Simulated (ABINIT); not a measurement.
# ZnSe (Stilleite): Raman and infrared activity, part 2 of 2

Wanted: vibrational spectra of ZnSe (Stilleite) from linear and non-linear response.

ABINIT 10.8.3; DFT LDA, scalar-relativistic, plane waves, PseudoDojo norm-conserving pseudopotentials.

So far. Step 3 (Relaxation): The volume changes by -5.3 % in this run and stands -5.3 % from the first cell. Step 4 (Self-consistent run for the response): The cell stands at -0.50 GPa: the relaxation ran with a smoothed and higher cutoff and on another k mesh. The relaxed cell has a = 5.567 Å (conventional setting).

## (6) Linear response at Γ

The derivative of the wavefunctions by k comes first, since the response to a field is built on it; then the field and the displacements that symmetry doesn't supply are solved at q = 0. By the 2n+1 theorem the first-order wavefunctions also give third derivatives: Raman tensors and the non-linear susceptibility.

It reads the wavefunctions written in step 4.

Input file dfpt_gamma.abi:

```
ndtset 3

# common to the responses
getwfk_filepath "gso_WFK"
kptopt 2
nqpt 1
qpt 0.0 0.0 0.0
asr 0
chneut 0

# d/dk
rfelfd1 2
rfdir1 1 1 1
iscf1 -3
tolwfr1 1.0d-20

# displacements, field
rfphon2 1
rfatpol2 1 2
rfdir2 1 1 1
rfelfd2 3
getddk2 1
tolvrs2 1.0d-10
prepanl2 1
prtden2 1

# third order
optdriver3 5
getden_filepath3 "gso_DEN"
get1den3 2
get1wf3 2
getddk3 1
d3e_pert1_elfd3 1
d3e_pert1_phon3 1
d3e_pert1_atpol3 1 2
d3e_pert1_dir3 1 1 1
d3e_pert2_elfd3 1
d3e_pert2_dir3 1 1 1
d3e_pert3_elfd3 1
d3e_pert3_dir3 1 1 1
usepead3 1
tolvrs3 1.0d-10

# basis, mesh and filling
ecut 39.0
ngkpt 6 6 6
nshiftk 4
shiftk 
    0.5 0.5 0.5
    0.5 0.0 0.0
    0.0 0.5 0.0
    0.0 0.0 0.5
istwfk *1
occopt 1
nband 18
nstep 100
diemac 9.0
prtebands 0
prtgsr 0

# cell and atoms
acell 3*1.0 Angstrom
rprim 
    -2.783308478 0.0 2.783308478
    0.0 2.783308478 2.783308478
    -2.783308478 2.783308478 0.0
ntypat 2
znucl 30 34
natom 2
typat 1 2
xred 
    0.0 0.0 0.0
    0.25 0.25 0.25
pp_dirpath "./pseudo"
pseudos "Zn.upf, Se.upf"
```

Started as:

```
OMP_NUM_THREADS=1 mpirun -n 16 abinit dfpt_gamma.abi > dfpt_gamma.log
```

Numbers of over 12 decimals in the logs are rounded to 6 here.

dfpt_gamma.abo, the main output file:

```text
[banners, grids, parts of the stress and lines that vanish by symmetry left out]
- input  file    -> dfpt_gamma.abi
- output file    -> dfpt_gamma.abo
- root for input  files -> dfpt_gammai
[...]
DATASET    1 : space group F-4 3 m (#216); Bravais cF (face-center cubic)
[...]
nfft =       91125          nkpt =         432
[...]
DATASET    2 : space group F-4 3 m (#216); Bravais cF (face-center cubic)
[...]
nfft =       91125          nkpt =         432
[...]
DATASET    3 : space group F-4 3 m (#216); Bravais cF (face-center cubic)
[...]
mpw =        3410          nfft =       91125          nkpt =         432
[...]
== DATASET  1 ==================================================================
[...]
cutoff_energies: {ecut:  39.0, pawecutdg:  -1.0, }
[...]
- 34.00000  16.00000  180309                  znucl, zion, pspdat
[...]
Perturbation : derivative vs k along direction   1
[...]
-ETOT  1  -70.245272963289     -7.025E+01 8.689E-01 0.000E+00
 ETOT  2  -70.468669790818     -2.234E-01 1.412E-01 0.000E+00
 ETOT  3  -70.475339217354     -6.669E-03 2.313E-02 0.000E+00
 ETOT  4  -70.475800269671     -4.611E-04 3.066E-03 0.000E+00
 ETOT  5  -70.475847578322     -4.731E-05 4.286E-04 0.000E+00
[...]
At SCF step   27   max residual=  9.99E-21 < tolwfr=  1.00E-20 =>converged.
[...]
Perturbation : derivative vs k along direction   2
[...]
-ETOT  1  -70.245272963045     -7.025E+01 8.689E-01 0.000E+00
[...]
At SCF step   27   max residual=  9.99E-21 < tolwfr=  1.00E-20 =>converged.
[...]
Perturbation : derivative vs k along direction   3
[...]
-ETOT  1  -70.245272962801     -7.025E+01 8.689E-01 0.000E+00
[...]
At SCF step   27   max residual=  9.99E-21 < tolwfr=  1.00E-20 =>converged.
[...]
1        1       0.9140923133    0.0000000000
     1        2      -0.4570461567    0.0000000000
     1        3      -0.4570461566   -0.0000000000
     2        1      -0.4570461567    0.0000000000
     2        2       0.9140923133    0.0000000000
     2        3       0.4570461566    0.0000000000
     3        1      -0.4570461566   -0.0000000000
     3        2       0.4570461566    0.0000000000
     3        3       0.9140923133    0.0000000000
[...]
== DATASET  2 ==================================================================
[...]
cutoff_energies: {ecut:  39.0, pawecutdg:  -1.0, }
[...]
Perturbation : displacement of atom   1   along direction   1
[...]
-ETOT  1   34.708146956737     -2.889E+04 2.530E+01 6.541E+03
[...]
At SCF step   13       vres2   =  8.86E-11 < tolvrs=  1.00E-10 =>converged.
[...]
Perturbation : displacement of atom   2   along direction   1
[...]
-ETOT  1   12.799447248463     -5.290E+04 7.073E+01 4.081E+02
[...]
At SCF step   12       vres2   =  6.54E-11 < tolvrs=  1.00E-10 =>converged.
[...]
Perturbation : homogeneous electric field along direction   1
[...]
-ETOT  1  -151.46407096985     -1.515E+02 4.508E+01 4.635E+04
[...]
At SCF step   15       vres2   =  2.46E-11 < tolvrs=  1.00E-10 =>converged.
[...]
Perturbation : homogeneous electric field along direction   2
[...]
-ETOT  1  -151.46407097379     -1.515E+02 4.508E+01 4.635E+04
[...]
At SCF step   15       vres2   =  2.46E-11 < tolvrs=  1.00E-10 =>converged.
[...]
Perturbation : homogeneous electric field along direction   3
[...]
-ETOT  1  -151.46407097772     -1.515E+02 4.508E+01 4.635E+04
[...]
ETOT 14  -161.47670235931     -6.730E-11 4.652E-10 1.742E-10
 ETOT 15  -161.47670235932     -1.140E-11 1.022E-10 2.456E-11
 At SCF step   15       vres2   =  2.46E-11 < tolvrs=  1.00E-10 =>converged.
[...]
Dielectric tensor, in cartesian coordinates,
[...]
1    4   1    4         7.5149114812        -0.0000000000
   1    4   2    4         0.0000000000        -0.0000000000
   1    4   3    4         0.0000000000        -0.0000000000
   2    4   1    4         0.0000000000        -0.0000000000
   2    4   2    4         7.5149114812        -0.0000000000
   2    4   3    4        -0.0000000000        -0.0000000000
   3    4   1    4         0.0000000000        -0.0000000000
   3    4   2    4        -0.0000000000        -0.0000000000
   3    4   3    4         7.5149114812        -0.0000000000
  Effective charges, in cartesian coordinates,
[...]
1    1   1    4         1.9680530095         0.0000000000
   2    1   1    4        -0.0000000000         0.0000000000
   3    1   1    4         0.0000000000         0.0000000000
   1    2   1    4        -1.9678348165         0.0000000000
   2    2   1    4         0.0000000000         0.0000000000
[...]
Effective charges, in cartesian coordinates,
[...]
2    4   1    2         0.0000000000         0.0000000000
   3    4   1    2         0.0000000000         0.0000000000
   1    4   2    2         0.0000000000         0.0000000000
   2    4   2    2        -1.9678348192         0.0000000000
   3    4   2    2         0.0000000000         0.0000000000
   1    4   3    2        -0.0000000000         0.0000000000
   2    4   3    2         0.0000000000         0.0000000000
   3    4   3    2        -1.9678348192         0.0000000000
  Phonon wavevector (reduced coordinates) :  0.00000  0.00000  0.00000
 Phonon energies in Hartree :
[...]
Phonon frequencies in cm-1    :
-  3.227732E+00  3.227732E+00  3.227732E+00  2.187088E+02  2.187088E+02
-  2.187088E+02
  Phonon at Gamma, with non-analyticity in the
[...]
Phonon energies in Hartree :
[...]
Phonon frequencies in cm-1    :
-  3.227732E+00  3.227732E+00  3.227794E+00  2.187088E+02  2.187088E+02
-  2.535230E+02
  Phonon at Gamma, with non-analyticity in the
[...]
Phonon energies in Hartree :
[...]
Phonon frequencies in cm-1    :
-  3.227732E+00  3.227732E+00  3.227794E+00  2.187088E+02  2.187088E+02
-  2.535230E+02
  Phonon at Gamma, with non-analyticity in the
[...]
Phonon energies in Hartree :
[...]
Phonon frequencies in cm-1    :
-  3.227732E+00  3.227732E+00  3.227794E+00  2.187088E+02  2.187088E+02
-  2.535230E+02
[...]
== DATASET  3 ==================================================================
[...]
cutoff_energies: {ecut:  39.0, pawecutdg:  -1.0, }
[...]
j1 : displacement of atom   1 along direction   1
[...]
j1 : displacement of atom   2 along direction   1
[...]
j2 : displacement of atom   1 along direction   1
[...]
j2 : displacement of atom   2 along direction   1
[...]
j2 : displacement of atom   1 along direction   1
[...]
j2 : displacement of atom   2 along direction   1
[...]
1          1       -0.000000002        0.000000001        0.000000001
[...]
1          2        0.000000000       -0.000000000        0.007309750
[...]
1          3       -0.000000000        0.007309750       -0.000000001
[...]
2          1        0.000000001       -0.000000000       -0.000000000
[...]
2          2       -0.000000000       -0.000000000       -0.007666318
[...]
2          3       -0.000000000       -0.007666318        0.000000000
[...]
strten2     0.0000000000E+00  0.0000000000E+00  0.0000000000E+00
           strten3     0.0000000000E+00  0.0000000000E+00  0.0000000000E+00
================================================================================
```

Run time: 26 min. Hardware: 16 MPI ranks of Arm Neoverse N1, shared host.

Numbers from this step:

```
miss of the charge sum rule                                       : 2.18e-4 e
largest acoustic frequency at the zone centre before the sum rule : 3.23 cm⁻¹
highest optical zone-centre mode (no LO-TO term)                  : 218.7 cm⁻¹
lowest optical zone-centre mode                                   : 218.7 cm⁻¹
mean high-frequency dielectric constant                           : 7.515
largest Born charge in size (third of the trace)                  : 1.968 e
```

Born charge (rows field, columns displacement), before the sum rule (e), principal values of the symmetric part by kind of site:

```tsv
atom	atoms with these values	low	middle	high	mean
Zn1	1	1.97	1.97	1.97	1.97
Se2	1	-1.97	-1.97	-1.97	-1.97
```

In full for Zn1:

```
1.97 0.00 0.00
0.00 1.97 0.00
0.00 0.00 1.97
```

High-frequency dielectric tensor:

```
7.51 0.00 0.00
0.00 7.51 0.00
0.00 0.00 7.51
```

The acoustic modes at Γ come out as far as 3.2 cm⁻¹ from zero, where they should vanish, a small numerical error; the Born charges miss their sum rule by 2.2e-4 e, which is good.

## (7) Modes with the sum rule

anaddb reads the merged derivatives, imposes the acoustic sum rule and charge neutrality, and adds the LO-TO term along chosen directions.

Input file anaddb.abi:

```
ddb_filepath "gamma_DDB"
output_file "anaddb.abo"
outdata_prefix "anaddb"
asr 1
chneut 1
enunit 2
eivec 1
nph1l 1
qph1l 0.0 0.0 0.0 1.0
dieflag 1
nph2l 3
qph2l 
    1.0 0.0 0.0 0.0
    0.0 0.0 1.0 0.0
    1.0 1.0 1.0 0.0
nlflag 1
ramansr 1
alphon 1
prtmbm 1
```

Input file mrgddb.in:

```
gamma_DDB
merged
3
dfpt_gammao_DS2_DDB
dfpt_gammao_DS3_DDB
gso_DDB
```

Started as:

```
mrgddb < mrgddb.in > mrgddb.log
OMP_NUM_THREADS=1 anaddb anaddb.abi > anaddb.log
```

anaddb.abo, the main output file:

```text
[banners, grids, parts of the stress and lines that vanish by symmetry left out]
-outvars_anaddb: echo values of input variables ----------------------

 Flags :
[...]
Dielectric Tensor and Effective Charges
[...]
Effective charge tensors after
[...]
1          1       -0.000000001        0.000000001        0.000000001
[...]
1          2       -0.000000000       -0.000000000        0.007488034
[...]
1          3       -0.000000000        0.007488034       -0.000000001
[...]
2          1        0.000000001       -0.000000001       -0.000000001
[...]
2          2       -0.000000000        0.000000000       -0.007488034
[...]
2          3       -0.000000000       -0.007488034        0.000000001
[...]
Phonon wavevector (reduced coordinates) :  0.00000  0.00000  0.00000
 Phonon energies in Hartree :
[...]
Phonon energies in meV     :
-  0.000000E+00  0.000000E+00  0.000000E+00  2.711287E+01  2.711287E+01
-  2.711287E+01
 Phonon frequencies in cm-1    :
-  0.000000E+00  0.000000E+00  0.000000E+00  2.186801E+02  2.186801E+02
-  2.186801E+02
 Phonon frequencies in Thz     :
-  0.000000E+00  0.000000E+00  0.000000E+00  6.555864E+00  6.555864E+00
-  6.555864E+00
 Phonon energies in Kelvin  :
-  0.000000E+00  0.000000E+00  0.000000E+00  3.146318E+02  3.146318E+02
-  3.146318E+02
[...]
-  1  0.00000000E+00  0.00000000E+00  1.94945016E-03
-     0.00000000E+00  0.00000000E+00  0.00000000E+00
-  2  0.00000000E+00  0.00000000E+00  1.94944538E-03
-     0.00000000E+00  0.00000000E+00  0.00000000E+00
[...]
-  1  0.00000000E+00 -1.94945016E-03  0.00000000E+00
-     0.00000000E+00  0.00000000E+00  0.00000000E+00
-  2  0.00000000E+00 -1.94944538E-03  0.00000000E+00
-     0.00000000E+00  0.00000000E+00  0.00000000E+00
[...]
-  1  1.94945017E-03  0.00000000E+00  0.00000000E+00
-     0.00000000E+00  0.00000000E+00  0.00000000E+00
-  2  1.94944538E-03  0.00000000E+00  0.00000000E+00
-     0.00000000E+00  0.00000000E+00  0.00000000E+00
[...]
-  1  0.00000000E+00  0.00000000E+00  2.14219486E-03
-     0.00000000E+00  0.00000000E+00  0.00000000E+00
-  2  0.00000000E+00  0.00000000E+00 -1.77404339E-03
-     0.00000000E+00  0.00000000E+00  0.00000000E+00
[...]
-  1  0.00000000E+00  2.14219486E-03  0.00000000E+00
-     0.00000000E+00  0.00000000E+00  0.00000000E+00
-  2  0.00000000E+00 -1.77404339E-03  0.00000000E+00
-     0.00000000E+00  0.00000000E+00  0.00000000E+00
[...]
-  1  2.14219486E-03  0.00000000E+00  0.00000000E+00
-     0.00000000E+00  0.00000000E+00  0.00000000E+00
-  2 -1.77404339E-03  0.00000000E+00  0.00000000E+00
-     0.00000000E+00  0.00000000E+00  0.00000000E+00
[...]
-     1         -0.000000    -0.000000     0.000003     0.000003
-     2          0.000000    -0.000003    -0.000000     0.000003
-     3          0.000003    -0.000000    -0.000000     0.000003
-     4          0.000000    -0.000000     2.770877     2.770877
-     5          0.000000     2.770877     0.000000     2.770877
-     6          2.770877    -0.000000     0.000000     2.770877
[...]
-   1     Real    0.0000E+00  0.0000E+00  0.0000E+00  0.0000E+00  0.0000E+00  0.0000E+00  0.0000E+00
[...]
-   2     Real    0.0000E+00  0.0000E+00  0.0000E+00  0.0000E+00  0.0000E+00  0.0000E+00  0.0000E+00
[...]
-   3     Real    0.0000E+00  0.0000E+00  0.0000E+00  0.0000E+00  0.0000E+00  0.0000E+00  0.0000E+00
[...]
-   4     Real    0.0000E+00  0.0000E+00  5.9397E-05  0.0000E+00  0.0000E+00  0.0000E+00  5.9397E-05
[...]
-   5     Real    0.0000E+00  5.9397E-05  0.0000E+00  0.0000E+00  0.0000E+00  0.0000E+00  5.9397E-05
[...]
-   6     Real    5.9397E-05  0.0000E+00  0.0000E+00  0.0000E+00  0.0000E+00  0.0000E+00  5.9397E-05
[...]
-         0.000000000       0.000000001      -0.000000000
-         0.000000001       0.000000000       0.000000000
[...]
Phonon at Gamma, with non-analyticity in the
[...]
Phonon energies in Hartree :
[...]
Phonon energies in meV     :
-  0.000000E+00  0.000000E+00  0.000000E+00  2.711287E+01  2.711287E+01
-  3.142974E+01
 Phonon frequencies in cm-1    :
-  0.000000E+00  0.000000E+00  0.000000E+00  2.186801E+02  2.186801E+02
-  2.534979E+02
 Phonon frequencies in Thz     :
-  0.000000E+00  0.000000E+00  0.000000E+00  6.555864E+00  6.555864E+00
-  7.599676E+00
 Phonon energies in Kelvin  :
-  0.000000E+00  0.000000E+00  0.000000E+00  3.146318E+02  3.146318E+02
-  3.647269E+02
[...]
-  1  0.00000000E+00  0.00000000E+00  1.94945016E-03
[...]
-  2  0.00000000E+00  0.00000000E+00  1.94944538E-03
[...]
Phonon at Gamma, with non-analyticity in the
[...]
Phonon energies in Hartree :
[...]
Phonon energies in meV     :
-  0.000000E+00  0.000000E+00  0.000000E+00  2.711287E+01  2.711287E+01
-  3.142974E+01
 Phonon frequencies in cm-1    :
-  0.000000E+00  0.000000E+00  0.000000E+00  2.186801E+02  2.186801E+02
-  2.534979E+02
 Phonon frequencies in Thz     :
-  0.000000E+00  0.000000E+00  0.000000E+00  6.555864E+00  6.555864E+00
-  7.599676E+00
 Phonon energies in Kelvin  :
-  0.000000E+00  0.000000E+00  0.000000E+00  3.146318E+02  3.146318E+02
-  3.647269E+02
[...]
Phonon at Gamma, with non-analyticity in the
[...]
Phonon energies in Hartree :
[...]
Phonon energies in meV     :
-  0.000000E+00  0.000000E+00  0.000000E+00  2.711287E+01  2.711287E+01
-  3.142974E+01
 Phonon frequencies in cm-1    :
-  0.000000E+00  0.000000E+00  0.000000E+00  2.186801E+02  2.186801E+02
-  2.534979E+02
 Phonon frequencies in Thz     :
-  0.000000E+00  0.000000E+00  0.000000E+00  6.555864E+00  6.555864E+00
-  7.599676E+00
 Phonon energies in Kelvin  :
-  0.000000E+00  0.000000E+00  0.000000E+00  3.146318E+02  3.146318E+02
-  3.647269E+02
[...]
-  1  4.77958892E-05 -1.94449561E-03 -1.30412327E-04
[...]
-  2  4.77953479E-05 -1.94449127E-03 -1.30412431E-04
[...]
-  1  1.94861326E-03  4.55898997E-05  3.43940056E-05
[...]
-  2  1.94860890E-03  4.55902122E-05  3.43943456E-05
[...]
-  1  2.66069325E-04  1.36409751E-03 -1.63016684E-03
[...]
-  2 -2.20343412E-04 -1.12966762E-03  1.35001103E-03
[...]
-  1  1.72873933E-03 -1.09479246E-03 -6.33946870E-04
[...]
-  2 -1.43164314E-03  9.06644561E-04  5.24998575E-04
[...]
-         0.000000001       0.000000000       0.000000002
-         0.000000001       0.000000002      -0.000000000
[...]
-        -0.000000000      -0.000380685       0.000318551
-        -0.000380685       0.000000000       0.000062134
-         0.000318551       0.000062134      -0.000000000
[...]
-        -0.000000000      -0.000148042      -0.000255661
-        -0.000148042      -0.000000000       0.000403704
-        -0.000255661       0.000403704      -0.000000000
[...]
Direction                     Dielectric constant
[...]
0.00000   0.00000   1.00000     10.09843922
   1.00000   1.00000   1.00000     10.09843922
-
```

It took 1.1 s on 1 thread.

This step gave:

```yaml
mean_static_dielectric_constant: 10.10
highest_mode_moved_by_the_lo_to_term: 253.5 cm⁻¹
```

No LO-TO term; unit eigenvectors of the mass-weighted matrix, from anaddb's displacements. Modes at Γ, with each element's share of the kinetic energy:

```tsv
mode	frequency (cm⁻¹)	symmetry	Zn %	Se %
1	0.0	acoustic	45	55
2	0.0	acoustic	45	55
3	0.0	acoustic	45	55
4	218.7	T2	55	45
5	218.7	T2	55	45
6	218.7	T2	55	45
```

Displacements in mode 4 (218.7 cm⁻¹), the largest set to 1:
```
Zn1  0.00  0.00  1.00
Se2  0.00  0.00 -0.83
```

Trace of the oscillator strength, degenerate modes summed. Lines of the infrared spectrum (strongest = 100):

```tsv
position (cm⁻¹)	lines merged	IR intensity, relative
219	3	100
```

From anaddb's Raman susceptibilities, degenerate modes summed; transverse modes, the longitudinal lines of polar modes are not listed. Lines of the Raman spectrum (strongest = 100):

```tsv
position (cm⁻¹)	lines merged	Raman activity (Å⁴/amu), powder, relative
219	3	100
```

Static dielectric tensor (ions relaxed, fixed cell):

```
10.10  0.00  0.00
 0.00 10.10  0.00
 0.00  0.00 10.10
```

Non-linear optical d (pm/V). Tensor:

```tsv
field along	xx	yy	zz	yz	xz	xy
x	0	0	0	-27.43	0	0
y	0	0	0	0	-27.43	0
z	0	0	0	0	0	-27.43
```

The rule moves no optical mode by more than 0.1 cm⁻¹.

## (8) Outcome

```
space group after relaxation                                           : F-43m
volume per atom                                                        : 21.6 Å³
highest optical zone-centre mode (no LO-TO term)                       : 218.7 cm⁻¹
highest mode moved by the LO-TO term                                   : 253.5 cm⁻¹
mean high-frequency dielectric constant                                : 7.51
largest Born charge in size (third of the trace)                       : 1.97 e
mean static dielectric constant                                        : 10.1
imaginary optical modes at the zone centre (no q mesh in this session) : none
```

What this shows: The largest Raman activity of ZnSe (Stilleite) lies at 219 cm⁻¹ and the strongest infrared line at 219 cm⁻¹ (transverse modes). At the LDA level the optical modes of ZnSe (Stilleite) at the zone centre (no LO-TO term) lie at 219 cm⁻¹. The base run prints -0.50 GPa, mostly the error of a finite basis; the relaxation, with a smoothed and higher cutoff, had brought the cell to rest. Along the directions run, the highest mode that the macroscopic field moves lies at 254 cm⁻¹. Lattice motion raises the mean dielectric constant from 7.515 to 10.10. The Raman intensities rest on static tensors of the transverse modes; green light lies near or above this gap, where resonance changes them. The Born charge of Se is -1.968 e against a formal charge of -2, close to the ionic value. The Lyddane-Sachs-Teller relation holds: (ωLO/ωTO)² is 1.34 and ε₀/ε∞ is 1.34. These are harmonic frequencies at zero temperature: anharmonic shifts and linewidths and thermal expansion are left out. The relaxed cell is 5 % smaller in volume than the measured one, and all results belong to that cell.

[Host names and launcher messages were left out of these logs when they were recorded.]

[Logs are printed without paths, hosts, clocks, repeated set-up lines and the standing remarks that a program may print on its own settings, such as how far it seeks lower states.]

[Hosts, paths, dates, database ids (printed as entryN), source tags and the programs' standing remarks are cut or masked in the printed files.]
